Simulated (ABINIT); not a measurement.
# GaP (F-43m): G0W0 in ABINIT against the bands in the screening, part 2 of 2

Wanted: the cheapest bands in the screening that holds the gap of GaP (F-43m).

ABINIT 10.8.3; PBE and many-body steps on it, plane waves. Known limits of the many-body steps: not at the basis limit; exchange with frozen shells missing; no spin-orbit coupling; coarse k mesh.

So far. Step 2 (Screening, 4×4×4 mesh, 17 bands, screening to 163.3 eV): Local fields lower ε∞ by 9 %. On a Γ-centred mesh this coarse the value itself is usually too large, while a short band sum pulls it down. Step 5 (24 bands): The gap on the mesh goes from 1.65 eV to 2.08 eV, a correction of +0.42 eV.

## 6. Screening, 4×4×4 mesh, 74 bands, screening to 163.3 eV

This step: RPA screening on PBE, plane waves, norm-conserving pseudopotentials.

The input, run.abi:

```
acell 3*1.0 Angstrom
rprim 
  0.000000000000 2.725250000000 2.725250000000
  2.725250000000 0.000000000000 2.725250000000
  2.725250000000 2.725250000000 0.000000000000
ntypat 2
znucl 31 15
natom 2
typat 1 2
xred 
  0.000000000000 0.000000000000 0.000000000000
  0.250000000000 0.250000000000 0.250000000000
pp_dirpath "pseudos"
pseudos "Ga.upf, P.upf"
ecut 36
ngkpt 4 4 4
nshiftk 1
shiftk 0 0 0
kptopt 1
chksymbreak 0
istwfk *1
occopt 1
irdwfk 1
optdriver 3
nband 74
ecuteps 6
inclvkb 2
awtr 1
symchi 1
indata_prefix "in"
outdata_prefix "out"
tmpdata_prefix "tmp"
```

On the command line:

```bash
> OMP_NUM_THREADS=1 mpirun -n 8 abinit run.abi > log
```

Output:

```text
.Version 10.8.3 of ABINIT. v10.8.2 released Aug 2026.

 Symmetries : space group F-4 3 m (#216); Bravais cF (face-center cubic)
[... echo of the input left out ...]
== DATASET  1 ==================================================================
-   mpi_nproc: 8, omp_nthreads: 1 (-1 if OMP is not activated)

--- !DatasetInfo
iteration_state: {dtset: 1, }
dimensions: {natom: 2, nkpt: 8, mband: 74, nsppol: 1, nspinor: 1, nspden: 1, mpw: 2832, }
cutoff_energies: {ecut:  36.0, pawecutdg:  -1.0, }
[...]
--------------------------------------------------------------------------------
[... chi0 elements left out ...]
 For q-point:  0.000010 0.000020 0.000030
  dielectric constant =  18.0537
  dielectric constant without local fields =  19.6074

  Average fulfillment of the sum rule on Im[epsilon] for q-point    1 :     55.80  [%]
[... wings left out ...]
  q-point number  2        q = ( 0.250000, 0.000000, 0.000000) [r.l.u.]
--------------------------------------------------------------------------------
[... chi0 elements left out ...]
  Average fulfillment of the sum rule on Im[epsilon] for q-point    2 :     68.54  [%]

 [... 6 further q-points ...]
```

Wall time 7.7 s (8 MPI ranks of Intel Xeon Platinum 8488C (Sapphire Rapids), shared host); peak memory 1 GiB; 60 s of CPU time.

This step gave:

* ε∞ with local fields, on this mesh, along the program's q direction: 18.05
* the same without local fields: 19.61
* plasma frequency: 24.76 eV
* plane waves in the screening matrix: 181

## 7. 74 bands

This step: G0W0 on PBE, plane waves, norm-conserving pseudopotentials.

Changes to run.abi since step 6:

```diff
@@ -23,8 +23,17 @@
 irdwfk 1
-optdriver 3
+optdriver 4
 nband 74
+gwcalctyp 0
+ecutsigx 36
+symsigma 1
+nkptgw 2
+kptgw 
+  0.0000000000 0.0000000000 0.0000000000
+  0.5000000000 0.5000000000 0.0000000000
+bdgw 
+  7 13
+  8 11
 ecuteps 6
-inclvkb 2
-awtr 1
-symchi 1
+irdscr 1
+ppmodel 1
 indata_prefix "in"
```

Output:

```text
.Version 10.8.3 of ABINIT. v10.8.2 released Aug 2026.

 Symmetries : space group F-4 3 m (#216); Bravais cF (face-center cubic)
[... echo of the input left out ...]
== DATASET  1 ==================================================================
-   mpi_nproc: 8, omp_nthreads: 1 (-1 if OMP is not activated)

--- !DatasetInfo
iteration_state: {dtset: 1, }
dimensions: {natom: 2, nkpt: 8, mband: 74, nsppol: 1, nspinor: 1, nspden: 1, mpw: 2832, }
cutoff_energies: {ecut:  36.0, pawecutdg:  -1.0, }
[...]
Band     E0 <VxcDFT>   SigX SigC(E0)      Z dSigC/dE  Sig(E)    E-E0       E
[...]
10   6.010  -9.355  -5.501  -3.784   0.807  -0.240  -9.298   0.057   6.066
       11   6.179 -10.511  -6.390  -3.876   0.799  -0.251 -10.315   0.196   6.375

== END DATASET(S) ==============================================================
================================================================================

 -outvars: echo values of variables after computation  --------
           etotal      0.0000000000E+00
            nband          74
             nkpt           8
          spgroup         216
 [... the other variables as echoed above ...]

 Calculation completed.
```

It took 4 s on 8 MPI ranks; peak memory 1.1 GiB; 31 s of CPU time.

Numbers from this step:

| Property | Result |
| --- | --- |
| G0W0 gap on the points computed | 2.082 eV |
| starting gap on the mesh | 1.653 eV |
| k of the valence top | 0, 0, 0 |
| k of the conduction bottom | 0.5, 0.5, 0 |
| least direct G0W0 gap on the computed points | 2.338 eV |

Against the run before, the gap moves by +0.006 eV.

## 8. Screening, 4×4×4 mesh, 161 bands, screening to 163.3 eV

This step: RPA screening on PBE, plane waves, norm-conserving pseudopotentials.

Changes to run.abi since step 7:

```diff
@@ -23,17 +23,8 @@
 irdwfk 1
-optdriver 4
-nband 74
-gwcalctyp 0
-ecutsigx 36
-symsigma 1
-nkptgw 2
-kptgw 
-  0.0000000000 0.0000000000 0.0000000000
-  0.5000000000 0.5000000000 0.0000000000
-bdgw 
-  7 13
-  8 11
+optdriver 3
+nband 161
 ecuteps 6
-irdscr 1
-ppmodel 1
+inclvkb 2
+awtr 1
+symchi 1
 indata_prefix "in"
```

Output:

```text
.Version 10.8.3 of ABINIT. v10.8.2 released Aug 2026.

 Symmetries : space group F-4 3 m (#216); Bravais cF (face-center cubic)
[... echo of the input left out ...]
== DATASET  1 ==================================================================
-   mpi_nproc: 8, omp_nthreads: 1 (-1 if OMP is not activated)

--- !DatasetInfo
iteration_state: {dtset: 1, }
dimensions: {natom: 2, nkpt: 8, mband: 161, nsppol: 1, nspinor: 1, nspden: 1, mpw: 2832, }
cutoff_energies: {ecut:  36.0, pawecutdg:  -1.0, }
[...]
--------------------------------------------------------------------------------
[... chi0 elements left out ...]
 For q-point:  0.000010 0.000020 0.000030
  dielectric constant =  18.0937
  dielectric constant without local fields =  19.6245

  Average fulfillment of the sum rule on Im[epsilon] for q-point    1 :     85.58  [%]
[... wings left out ...]
  q-point number  2        q = ( 0.250000, 0.000000, 0.000000) [r.l.u.]
--------------------------------------------------------------------------------
[... chi0 elements left out ...]
  Average fulfillment of the sum rule on Im[epsilon] for q-point    2 :    100.82  [%]

 [... 6 further q-points ...]
```

Elapsed: 14 s, on 8 MPI ranks; peak memory 1.3 GiB.

This step gave:

| Quantity | Value |
| --- | --- |
| ε∞ with local fields, on this mesh, along the program's q direction | 18.09 |
| the same without local fields | 19.62 |
| plasma frequency | 24.76 eV |
| plane waves in the screening matrix | 181 |

## 9. 161 bands

This step: G0W0 on PBE, plane waves, norm-conserving pseudopotentials.

Changes to run.abi since step 8:

```diff
@@ -23,8 +23,17 @@
 irdwfk 1
-optdriver 3
-nband 161
+optdriver 4
+nband 74
+gwcalctyp 0
+ecutsigx 36
+symsigma 1
+nkptgw 2
+kptgw 
+  0.0000000000 0.0000000000 0.0000000000
+  0.5000000000 0.5000000000 0.0000000000
+bdgw 
+  7 13
+  8 11
 ecuteps 6
-inclvkb 2
-awtr 1
-symchi 1
+irdscr 1
+ppmodel 1
 indata_prefix "in"
```

Output:

```text
.Version 10.8.3 of ABINIT. v10.8.2 released Aug 2026.

 Symmetries : space group F-4 3 m (#216); Bravais cF (face-center cubic)
[... echo of the input left out ...]
== DATASET  1 ==================================================================
-   mpi_nproc: 8, omp_nthreads: 1 (-1 if OMP is not activated)

--- !DatasetInfo
iteration_state: {dtset: 1, }
dimensions: {natom: 2, nkpt: 8, mband: 74, nsppol: 1, nspinor: 1, nspden: 1, mpw: 2832, }
cutoff_energies: {ecut:  36.0, pawecutdg:  -1.0, }
[...]
Band     E0 <VxcDFT>   SigX SigC(E0)      Z dSigC/dE  Sig(E)    E-E0       E
[...]
10   6.010  -9.355  -5.501  -3.830   0.807  -0.239  -9.336   0.019   6.029
       11   6.179 -10.511  -6.390  -3.940   0.799  -0.251 -10.366   0.144   6.324

== END DATASET(S) ==============================================================
================================================================================

 -outvars: echo values of variables after computation  --------
           etotal      0.0000000000E+00
            nband          74
             nkpt           8
          spgroup         216
 [... the other variables as echoed above ...]

 Calculation completed.
```

Wall time 4.2 s (8 MPI ranks); peak memory 1.1 GiB.

This step gave:

* G0W0 gap on the points computed: 2.098 eV
* starting gap on the mesh: 1.653 eV
* k of the valence top: 0, 0, 0
* k of the conduction bottom: 0.5, 0.5, 0
* least direct G0W0 gap on the computed points: 2.316 eV

Against the run before, the gap moves by +0.016 eV.

## 10. The runs together

Times are wall times on 8 MPI ranks of Intel Xeon Platinum 8488C (Sapphire Rapids), shared host, good to a factor of about two. A run's time includes the screening step that it read.

| run | mesh | bands | screening cutoff (eV) | DFT gap (eV) | gap on the mesh (eV) | direct (eV) | ε∞ used | time |
| --- | --- | --- | --- | --- | --- | --- | --- | --- |
| 17 bands | 4×4×4 | 74 | 163.3 | 1.653 | 2.109 | 2.447 | 17.80 | 7 s |
| 24 bands | 4×4×4 | 74 | 163.3 | 1.653 | 2.076 | 2.377 | 17.87 | 7.7 s |
| 74 bands | 4×4×4 | 74 | 163.3 | 1.653 | 2.082 | 2.338 | 18.05 | 12 s |
| 161 bands | 4×4×4 | 74 | 163.3 | 1.653 | 2.098 | 2.316 | 18.09 | 18 s |

## 11. Results

| Property | Result |
| --- | --- |
| 17 bands | 2.109 eV |
| 24 bands | 2.076 eV |
| 74 bands | 2.082 eV |
| 161 bands | 2.098 eV |
| known limits | not at the basis limit; exchange with frozen shells missing; no spin-orbit coupling; coarse k mesh |

In words: The setting moved: bands in the screening. From 17 bands to 161 bands the gap moves by −0.01 eV, for 2.6 times the time, not steadily: it passes through 2.08 eV. The last step still moves it by +0.016 eV. Bands and screening cutoff are coupled, so a series along one setting does not show full convergence. Bands and cutoff are finite, so the gap is not at the basis limit. The miss can reach some tenths of an eV and take either sign; the mesh is an error of its own. In the G0W0 runs levels were corrected at 2 k points alone, so a gap called «on the mesh» is the least over those, and an edge elsewhere would be missed. The 4×4×4 mesh is coarse for this cell, which bears on the long-range parts of exchange and screening. The norm-conserving file of at least one element keeps a d shell over frozen s and p shells of the same row. Exchange with those shells is missing from the self-energy, an error of 0.3 to 0.9 eV in cases checked, whose sign depends on which edge lies on those atoms. The many-body steps are scalar-relativistic: spin-orbit coupling is not in them.

[Paths, hosts, dates, memory and timing lines, banners, echoed tables and standing remarks are left out of the program output.]

[Logs are printed without paths, hosts, clocks, repeated set-up lines and the standing remarks that a program may print on its own settings, such as how far it seeks lower states.]

[Runs of the session that timed out or met a known fault of the program may be left out.]

[Hosts, paths, dates, database ids (printed as entryN), source tags and the programs' standing remarks are cut or masked in the printed files.]

[G0W0 gaps are taken among the corrected bands and points alone; a level outside them can change the order at an edge.]

[Where Ansatz stands beside ABINIT at settings called matched, ABINIT's density can come from a denser mesh and the files from another edition; pairs whose starting gaps differed by over 0.03 eV were left out, so agreement reads better than it is.]
